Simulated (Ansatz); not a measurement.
# Lu: stiffness from strained cells, part 2 of 2

Aim: the elastic tensor from the stress of slightly strained cells, and the moduli that follow. Runs: reference run (LAPW); at 2 GPa (LAPW). Companion runs by PAW are cited.

Ansatz 0.2.0; DFT PBEsol. Earlier steps stand in the parts before.

## (3) At 2 GPa, LAPW

input.yaml

```yaml
crystal:
  lattice:
    - [3.4008060972, 0.0, 0.0]
    - [-1.7004030486, 2.94518447352, 0.0]
    - [0.0, 0.0, 5.30007186219]
  atoms:
    - { symbol: Lu, position: [0.333333333333, 0.666666666667, 0.25] }
    - { symbol: Lu, position: [0.666666666667, 0.333333333333, 0.75] }
kpoints:
  mp_grid: { grid: [16, 16, 10] }
scf:
  occupations: { method: fermi_dirac, width: 0.1 }
hamiltonian:
  xc: pbesol
  pseudopotentials: { kind: all_electron, lapw: { basis_error: 0.001 } }
elastic:
  mode: relaxed_ion
  stencil: two_point
  amplitude: 0.005
```

Launch:

```sh
$ ansatz run input.yaml --threads 1 --pin off --max-ram 2048MiB --backend cpu --events-out ev --progress --plain --runs-dir out
```

Standard output:

```text
LAPW: plane waves up to 7.378 Å⁻¹, error target 1.0e-3 eV per atom; small_component_spin mean_spin; Lu in spheres of 1.600 Å, 35 of its electrons in bands, Dirac shells [] (how accurate: hamiltonian.pseudopotentials.lapw.basis_error, Limitations)
Engine: ansatz 0.2.0
Pseudopotentials: kind: all_electron
Pseudopotential: Lu, LAPW, valence charge 35, lapw/all_electron/scalar/gaussian/Lu, Koelling and Harmon's equation, gaussian nucleus
Functional definition: PBEsol
  exchange = pbesol_x
  correlation = pbesol_c
Crystal: 2 atoms, lattice volume = 53.086 Å³
Basis set: ecut = 207.4077821730999 eV, 361 PW (Γ), exchange–correlation at level 2
Bands: 42, of which v1, the nominal top of the filled ones, is band 35 counted from 1 (34 counted from 0)
Symmetry: 24 space group operations
Space group: P63/mmc (ITA 194), of the structure as read, at distance tolerance 3.8e-5 Å
k-points: 180 of 2560
Non-local potential: Lu, projectors of the file, none
Initial density: superposition of atomic densities (chi_scale 0.1, normalization cell)
Initial wavefunctions: plane waves of lowest kinetic energy (no species holds an atomic orbital)
Functional: x = pbesol(κ = 0.804, μ = 0.12345679012345678), c = pbesol(β = 0.046)
iter 1 solved again at ethr=1.42e-4 eV; its pass at ethr=1.00e-1 eV (dr2=9.95e-2 eV) is discarded
SCF iter   1: F=—  HF=-792244.483276 eV  |F-HF|=—  |Δ(HF+E_count)|=         —  Δρ=1.36e-2  dr2=9.98e-2  ethr=1.42e-4  ⟨swp⟩=2.8  Hψ=47654  notcnv=0
preconditioner: auto → Kerker (q_TF=auto, 2.857 Å⁻¹)  [metal: Δε(μ)=0.008 eV  Ē_g=12.525 eV  σ=0.100 eV  W_gap=0.02  n_scr=22 (ndim 8)  ℏωp=34.6 eV  f_vac=0.000  D(μ)=3.00/eV (n_scr^D=34)]
SCF iter   2: F=—  HF=-792244.412225 eV  |F-HF|=—  |Δ(HF+E_count)|=   7.11e-2  Δρ=7.80e-3  dr2=3.68e-2  ethr=1.42e-4  ⟨swp⟩=2.0  Hψ=23309  notcnv=0
SCF iter   3: F=—  HF=-792244.323021 eV  |F-HF|=—  |Δ(HF+E_count)|=   8.92e-2  Δρ=7.60e-3  dr2=3.52e-2  ethr=5.25e-5  ⟨swp⟩=2.0  Hψ=23212  notcnv=0
SCF iter   4: F=—  HF=-792244.315667 eV  |F-HF|=—  |Δ(HF+E_count)|=   7.35e-3  Δρ=4.01e-3  dr2=1.11e-2  ethr=5.03e-5  ⟨swp⟩=2.0  Hψ=22537  notcnv=0
iter 5 solved again at ethr=1.18e-6 eV; its pass at ethr=1.59e-5 eV (dr2=8.26e-4 eV) is discarded
SCF iter   5: F=—  HF=-792244.315610 eV  |F-HF|=—  |Δ(HF+E_count)|=   5.69e-5  Δρ=1.01e-3  dr2=8.25e-4  ethr=1.18e-6  ⟨swp⟩=2.0  Hψ=38363  notcnv=0
SCF iter   6: F=—  HF=-792244.315634 eV  |F-HF|=—  |Δ(HF+E_count)|=   2.44e-5  Δρ=2.85e-4  dr2=5.04e-5  ethr=1.18e-6  ⟨swp⟩=2.0  Hψ=23212  notcnv=0
SCF iter   7: F=—  HF=-792244.315634 eV  |F-HF|=—  |Δ(HF+E_count)|=   4.41e-7  Δρ=6.29e-5  dr2=2.76e-6  ethr=7.20e-8  ⟨swp⟩=2.0  Hψ=23212  notcnv=0
SCF iter   8: F=—  HF=-792244.315633 eV  |F-HF|=—  |Δ(HF+E_count)|=   7.85e-7  Δρ=1.41e-5  dr2=1.27e-7  ethr=3.94e-9  ⟨swp⟩=2.0  Hψ=23220  notcnv=0
SCF iter   9: F=—  HF=-792244.315633 eV  |F-HF|=—  |Δ(HF+E_count)|=   2.47e-8  Δρ=3.42e-6  dr2=8.32e-9  ethr=1.82e-10  ⟨swp⟩=2.0  Hψ=23212  notcnv=0
SCF iter  10: F=—  HF=-792244.315633 eV  |F-HF|=—  |Δ(HF+E_count)|=   1.86e-9  Δρ=7.94e-7  dr2=3.31e-10  ethr=1.19e-11  ⟨swp⟩=2.4  Hψ=23288  notcnv=0
SCF iter  11: F=—  HF=-792244.315633 eV  |F-HF|=—  |Δ(HF+E_count)|=  8.15e-10  Δρ=2.32e-7  dr2=2.90e-11  ethr=4.95e-12 (applied; sched 1.00e-12)  ⟨swp⟩=2.0  Hψ=23212  notcnv=0
SCF iter  12: F=—  HF=-792244.315633 eV  |F-HF|=—  |Δ(HF+E_count)|=  2.33e-10  Δρ=6.86e-8  dr2=2.52e-12  ethr=4.95e-12 (applied; sched 1.00e-12)  ⟨swp⟩=2.0  Hψ=23212  notcnv=0
SCF iter  13: F=—  HF=-792244.315633 eV  |F-HF|=—  |Δ(HF+E_count)|=  3.49e-10  Δρ=2.68e-8  dr2=3.15e-13  ethr=4.95e-12 (applied; sched 1.00e-12)  ⟨swp⟩=2.0  Hψ=23212  notcnv=0
SCF iter  14: F=-792244.315633 eV  HF=-792244.315633 eV  |F-HF|=0.00e0  |Δ(HF+E_count)|=  6.98e-10  Δρ=9.15e-9  dr2=9.05e-15  ethr=4.95e-12 (applied; sched 1.00e-12)  ⟨swp⟩=2.0  Hψ=23212  notcnv=0
SCF 1 converged in 14 iterations: F = -792244.315633 eV  dr2 = 9.05e-15
Crystal: 2 atoms, lattice volume = 52.820 Å³
Basis set: ecut = 208.10203497255637 eV, 361 PW (Γ), exchange–correlation at level 2
Symmetry: 8 space group operations
k-points: 438 of 2560
Initial density: handed on by an earlier stage of this run
Initial wavefunctions: plane waves of lowest kinetic energy (no species holds an atomic orbital; no wavefunctions were taken with the density)
iter 1 solved again at ethr=1.32e-8 eV; its pass at ethr=1.00e-1 eV (dr2=9.24e-6 eV) is discarded
SCF iter   1: F=—  HF=-792244.311892 eV  |F-HF|=—  |Δ(HF+E_count)|=         —  Δρ=1.20e-4  dr2=6.95e-6  ethr=1.32e-8  ⟨swp⟩=5.2  Hψ=153915  notcnv=0
preconditioner: auto → Kerker (q_TF=auto, 2.859 Å⁻¹)  [metal: Δε(μ)=0.003 eV  Ē_g=13.152 eV  σ=0.100 eV  W_gap=0.01  n_scr=22 (ndim 8)  ℏωp=34.7 eV  f_vac=0.000  D(μ)=3.04/eV (n_scr^D=34)]
SCF iter   2: F=—  HF=-792244.311890 eV  |F-HF|=—  |Δ(HF+E_count)|=   1.89e-6  Δρ=7.98e-5  dr2=3.11e-6  ethr=9.92e-9  ⟨swp⟩=2.0  Hψ=56502  notcnv=0
SCF iter   3: F=—  HF=-792244.311887 eV  |F-HF|=—  |Δ(HF+E_count)|=   3.30e-6  Δρ=6.15e-5  dr2=1.97e-6  ethr=4.45e-9  ⟨swp⟩=2.0  Hψ=56502  notcnv=0
SCF iter   4: F=—  HF=-792244.311887 eV  |F-HF|=—  |Δ(HF+E_count)|=   3.27e-7  Δρ=3.50e-5  dr2=7.44e-7  ethr=2.81e-9  ⟨swp⟩=2.0  Hψ=56502  notcnv=0
SCF iter   5: F=—  HF=-792244.311887 eV  |F-HF|=—  |Δ(HF+E_count)|=   6.05e-8  Δρ=1.34e-5  dr2=1.27e-7  ethr=1.06e-9  ⟨swp⟩=2.0  Hψ=56502  notcnv=0
iter 6 solved again at ethr=1.01e-11 eV; its pass at ethr=1.82e-10 eV (dr2=7.04e-9 eV) is discarded
SCF iter   6: F=—  HF=-792244.311887 eV  |F-HF|=—  |Δ(HF+E_count)|=   1.63e-9  Δρ=3.10e-6  dr2=7.03e-9  ethr=1.01e-11  ⟨swp⟩=2.0  Hψ=94608  notcnv=0
SCF iter   7: F=—  HF=-792244.311887 eV  |F-HF|=—  |Δ(HF+E_count)|=  1.16e-10  Δρ=1.22e-6  dr2=8.97e-10  ethr=1.00e-11  ⟨swp⟩=2.0  Hψ=56502  notcnv=0
SCF iter   8: F=—  HF=-792244.311887 eV  |F-HF|=—  |Δ(HF+E_count)|=  2.33e-10  Δρ=3.31e-7  dr2=8.04e-11  ethr=4.94e-12 (applied; sched 1.28e-12)  ⟨swp⟩=2.0  Hψ=56502  notcnv=0
SCF iter   9: F=—  HF=-792244.311887 eV  |F-HF|=—  |Δ(HF+E_count)|=  1.16e-10  Δρ=1.01e-7  dr2=7.77e-12  ethr=4.94e-12 (applied; sched 1.00e-12)  ⟨swp⟩=2.0  Hψ=56502  notcnv=0
SCF iter  10: F=—  HF=-792244.311887 eV  |F-HF|=—  |Δ(HF+E_count)|=    0.00e0  Δρ=2.48e-8  dr2=3.97e-13  ethr=4.94e-12 (applied; sched 1.00e-12)  ⟨swp⟩=2.0  Hψ=56502  notcnv=0
SCF iter  11: F=—  HF=-792244.311887 eV  |F-HF|=—  |Δ(HF+E_count)|=  6.98e-10  Δρ=7.72e-9  dr2=2.90e-14  ethr=4.94e-12 (applied; sched 1.00e-12)  ⟨swp⟩=2.0  Hψ=56502  notcnv=0
SCF iter  12: F=—  HF=-792244.311887 eV  |F-HF|=—  |Δ(HF+E_count)|=  2.33e-10  Δρ=4.37e-9  dr2=8.05e-15  ethr=4.94e-12 (applied; sched 1.00e-12)  ⟨swp⟩=2.0  Hψ=56502  notcnv=0
SCF iter  13: F=-792244.311887 eV  HF=-792244.311887 eV  |F-HF|=4.66e-10  |Δ(HF+E_count)|=  8.15e-10  Δρ=2.21e-9  dr2=2.83e-15  ethr=4.94e-12 (applied; sched 1.00e-12)  ⟨swp⟩=2.0  Hψ=56502  notcnv=0
SCF 2 converged in 13 iterations: F = -792244.311887 eV  dr2 = 2.83e-15
relax step   1: F+E_penalty+E_count = -792244.31188657 eV  Δ(F+E_penalty+E_count) = +0.000e0 eV  max|allowed force component| = 7.800e-3 eV/Å  Δτ_max = 0.0000 Å  (13 SCF iters, accepted)
[... from here on, the SCF cycles and remarks between the steps are left out ...]
relax step   2: F+E_penalty+E_count = -792244.31189947 eV  Δ(F+E_penalty+E_count) = -1.291e-5 eV  max|allowed force component| = 4.224e-3 eV/Å  Δτ_max = 0.0036 Å  (10 SCF iters, accepted)
relax step   3: F+E_penalty+E_count = -792244.31190480 eV  Δ(F+E_penalty+E_count) = -5.327e-6 eV  max|allowed force component| = 7.733e-6 eV/Å  Δτ_max = 0.0013 Å  (9 SCF iters, accepted)
relax step   2: F+E_penalty+E_count = -792244.31548083 eV  Δ(F+E_penalty+E_count) = -8.498e-9 eV  max|allowed force component| = 1.037e-4 eV/Å  Δτ_max = 0.0001 Å  (8 SCF iters, accepted)
relax step   3: F+E_penalty+E_count = -792244.31548083 eV  Δ(F+E_penalty+E_count) = -2.561e-9 eV  max|allowed force component| = 1.156e-6 eV/Å  Δτ_max = 0.0000 Å  (6 SCF iters, accepted)
relax step   1: F+E_penalty+E_count = -792244.31548082 eV  Δ(F+E_penalty+E_count) = +0.000e0 eV  max|allowed force component| = 1.916e-4 eV/Å  Δτ_max = 0.0000 Å  (10 SCF iters, accepted)
relax step   2: F+E_penalty+E_count = -792244.31548083 eV  Δ(F+E_penalty+E_count) = -6.752e-9 eV  max|allowed force component| = 1.036e-4 eV/Å  Δτ_max = 0.0001 Å  (8 SCF iters, accepted)
relax step   3: F+E_penalty+E_count = -792244.31548083 eV  Δ(F+E_penalty+E_count) = -4.075e-9 eV  max|allowed force component| = 1.155e-6 eV/Å  Δτ_max = 0.0000 Å  (6 SCF iters, accepted)
WARN: Davidson cushion dropped: with the persistent Ritz cushion the entry's largest phase would hold 2.02 GiB against the 2.00 GiB of host memory that it is held to; no solve now takes extra bands over from the last
iter 1 solved again at ethr=1.00e-12 eV; its pass at ethr=1.00e-1 eV (dr2=3.90e-14 eV) is discarded
SCF iter   1: F=—  HF=-792244.315481 eV  |F-HF|=—  |Δ(HF+E_count)|=         —  Δρ=1.95e-8  dr2=5.42e-14  ethr=3.51e-12 (applied; sched 1.00e-12)  ⟨swp⟩=4.3  Hψ=124004  notcnv=4
SCF iter   2: F=-792244.315481 eV  HF=-792244.315481 eV  |F-HF|=9.31e-10  |Δ(HF+E_count)|=   6.34e-8  Δρ=9.55e-9  dr2=2.28e-14  ethr=3.25e-12 (applied; sched 1.00e-12)  ⟨swp⟩=3.0  Hψ=85420  notcnv=0
SCF 19 converged in 2 iterations: F = -792244.315481 eV  dr2 = 2.28e-14
SCF converged after 14 iterations
Free energy (F): -792244.315633 eV
Harris-Foulkes:  -792244.315633 eV  (|F-HF|=0.00e0)
Internal energy: -792244.217218 eV  (E = F + TS)
E sigma→0 (E₀):  -792244.266425 eV
Entropy (-TS):   -0.098415 eV (-49.208 meV/atom)
Fermi energy:    16.458675 eV
--- Per-component energies (eV) ---
  E_band       = -3262.749277
  E_kinetic    = 878676.723796
  E_xc         = -16174.657032
  E_electrostatic = -1654746.283982  (all electrons and nuclei)
  E_smearing   = -0.098415  (= −TS)
  E_closure    = 0.000000  (closes the sum)
  E_atoms      = -792234.430789  (free atoms, spherical and without spin; not in F)
  Σ components = -792244.315633   (vs F -792244.315633, Δ=0.00e0)
  Basis errors (estimates in eV, not in F): energy 2.2e-4 per atom: plane waves 2.1e-4 (1.1e-4 summed), levels above the bands 1.7e-26, relativity 2.7e-8, radial functions 1.5e-5, core shells 1.9e-7; eigenvalues (radial functions only) 4.6e-7; not estimated: angular momenta, meshes, grids; target (lapw.basis_error) 1.0e-3; muffin-tin radii Lu 1.600 Å
--- Forces (eV/Å), atoms counted from 1 ---
  atom   1  Lu    -0.00000000    -0.00000000     0.00000000
  atom   2  Lu    -0.00000000     0.00000000    -0.00000000
  max |Σ_I F_I| component: 5.55e-17 eV/Å
--- Stress (GPa, compression-positive) ---
        1.982300       0.000000       0.000000
        0.000000       1.982300      -0.000000
        0.000000      -0.000000       1.968711
  P = ⅓ Tr σ = 1.9778 GPa (19.778 kbar)
--- Band table (eV; the first three rows and the last of 180) ---
  k-point 0: bands = ["-170.0619", "-170.0619", "-170.0601", "-170.0601", "-170.0601", "-170.0601", "-170.0495", "-170.0495", "-170.0495", "-170.0495", "-39.4623", "-39.4066", "-10.5597", "-9.9666", "-9.9666", "-9.8511", "-9.8511", "-9.8092", "10.1959", "11.6871", "11.6997", "11.7107", "11.7396", "11.7396", "11.7474", "11.7474", "11.7618", "11.7618", "11.7713", "11.8029", "11.8029", "11.8289", "11.8343", "13.8973", "17.4822", "18.7062", "18.7062", "19.2028", "19.5360", "19.5360", "20.0867", "20.0867"]
[... 3 lines left out ...]
--- Elastic constants: 3 strain directions × 2 members + reference (group order 24) ---
  dense FFT box of the reference and of every strained cell: 16×16×30
  strains applied: 11, 33, 23; error gains: componentwise 1.00 (the most a stress slope's error grows in a printed constant), spectral 1.41 (1 for all six strains in a standard setting)
  C = ∂σ_k/∂η_j (tension-positive GPa; Voigt order 11 22 33 23 13 12):
       106.371     32.899     28.645      0.000      0.000      0.000
        32.899    106.371     28.645      0.000      0.000     -0.000
        28.634     28.634    109.926     -0.000     -0.000     -0.000
         0.000     -0.000      0.000     35.758      0.000     -0.000
        -0.000      0.000     -0.000      0.000     35.758     -0.000
        -0.000     -0.000      0.000     -0.000     -0.000     36.736
  reference stress σ⁰ (GPa):     -1.982     -1.982     -1.969      0.000     -0.000     -0.000
  no Pulay correction (none for the plane-wave cutoff is built on LAPW): the batch's stresses and constants are at fixed plane waves
  C* (energy form; C + prestress term) asymmetry max|C*_kj − C*_jk| = 2.733e-3 GPa — a small one proves nothing (zero by symmetry where the batch's group is 432, −43m or m−3m); a large one is finite-difference/SCF noise where every solve meets its electron count
  moduli (Voigt/Reuss/Hill, GPa): K = 55.89/55.89/55.89   G = 37.15/37.06/37.11   E = 91.15   ν = 0.228
  mechanically stable: yes (min eigenvalue of sym C = 35.76 GPa)
  the stresses are not corrected for the forces that the relaxations left standing (`elastic.f_tol`)
  where every solve meets its electron count the energy-path curvature estimates C_jj along a normal strain and C_jj − ¼(σ⁰_aa + σ⁰_bb) along a shear (ab), closely only under elastic.basis: deformed
  strain η (Voigt 11):  stress-route row diagonal C_11 = 106.37 GPa, energy-path curvature d²(F+E_count)/dδ²/Ω₀ = 106.38 GPa
         δ    σ_11 (GPa)             F (eV)   n_scf  n_hpsi   n_pw
    -5.000e-3      -2.5207     -792244.3119048       2  153417    370   relax 3 steps, max|allowed force component| 7.73e-6 eV/Å
     5.000e-3      -1.4570     -792244.3184801       2  153422    370   relax 3 steps, max|allowed force component| 1.08e-7 eV/Å
  strain η (Voigt 33):  stress-route row diagonal C_33 = 109.93 GPa, energy-path curvature d²(F+E_count)/dδ²/Ω₀ = 109.92 GPa
         δ    σ_33 (GPa)             F (eV)   n_scf  n_hpsi   n_pw
    -5.000e-3      -2.5262     -792244.3119119      10  289958    370   relax 0 steps, max|allowed force component| 1.39e-16 eV/Å
     5.000e-3      -1.4269     -792244.3184436      11  313172    370   relax 0 steps, max|allowed force component| 7.40e-17 eV/Å
  strain η (Voigt 23):  stress-route row diagonal C_44 = 35.76 GPa, energy-path curvature d²(F+E_count)/dδ²/Ω₀ = 36.75 GPa
         δ    σ_23 (GPa)             F (eV)   n_scf  n_hpsi   n_pw
    -5.000e-3      -0.1788     -792244.3154808       2  219310    370   relax 3 steps, max|allowed force component| 1.16e-6 eV/Å
     5.000e-3       0.1788     -792244.3154808       2  219302    370   relax 3 steps, max|allowed force component| 1.16e-6 eV/Å
```

Wall time 20 min (1 thread of Intel Xeon 6975P-C (Granite Rapids), shared host); peak memory 2 GiB.

C in GPa (Voigt order xx, yy, zz, yz, xz, xy):

```
106.4  32.9  28.6   0.0   0.0   0.0
 32.9 106.4  28.6   0.0   0.0   0.0
 28.6  28.6 109.9   0.0   0.0   0.0
  0.0   0.0   0.0  35.8   0.0   0.0
  0.0   0.0   0.0   0.0  35.8   0.0
  0.0   0.0   0.0   0.0   0.0  36.7
```

## (4) All runs together

PAW rows come from companion runs at the same settings.

| run | C11 | C12 | C13 | C33 | C44 | K | G | E | Poisson ratio |
| --- | --- | --- | --- | --- | --- | --- | --- | --- | --- |
| ions relaxed, LAPW | 97.2 | 28.7 | 23.5 | 99.1 | 33.6 | 49.4 | 34.8 | 84.5 | 0.215 |
| at 2 GPa, LAPW | 106.4 | 32.9 | 28.6 | 109.9 | 35.8 | 55.9 | 37.1 | 91.1 | 0.228 |
| ions relaxed, PAW | 97.2 | 28.7 | 23.5 | 99.1 | 33.6 | 49.4 | 34.7 | 84.5 | 0.215 |
| at 2 GPa, PAW | 106.4 | 32.9 | 28.6 | 109.9 | 35.7 | 55.9 | 37.1 | 91.1 | 0.228 |

Constants and moduli in GPa; K, G and E are Hill averages.

## (5) Summary of results

The summary covers parts 1 to 2.

| quantity | value |
| --- | --- |
| C11 (LAPW) | 97 GPa |
| C12 (LAPW) | 29 GPa |
| C13 (LAPW) | 23 GPa |
| C33 (LAPW) | 99 GPa |
| C44 (LAPW) | 34 GPa |
| bulk, shear and Young's modulus | 49, 35, 84 GPa |
| Debye temperature from sound speeds | 198 K |
| universal anisotropy index | 0.01 |

What this shows: All eigenvalues are positive, so the crystal is mechanically stable; by LAPW K = 49 and G = 35 GPa, K/G = 1.42, on the brittle side of Pugh's rough line at 1.75, which was drawn for metals. Young's modulus runs from 83 to 90 GPa with direction. Measured bulk modulus of Lu: 47.6 GPa (300 K; a printed reference work, monograph). This calculation gives 49 GPa (+3.8 %). The calculation is for a static lattice at 0 K; heat and zero-point motion mostly soften a crystal. PAW's constants lie within 0.1 GPa of LAPW's. At 2 GPa K rises to 56 GPa. Cautions: responses of metals move with mesh and smearing.
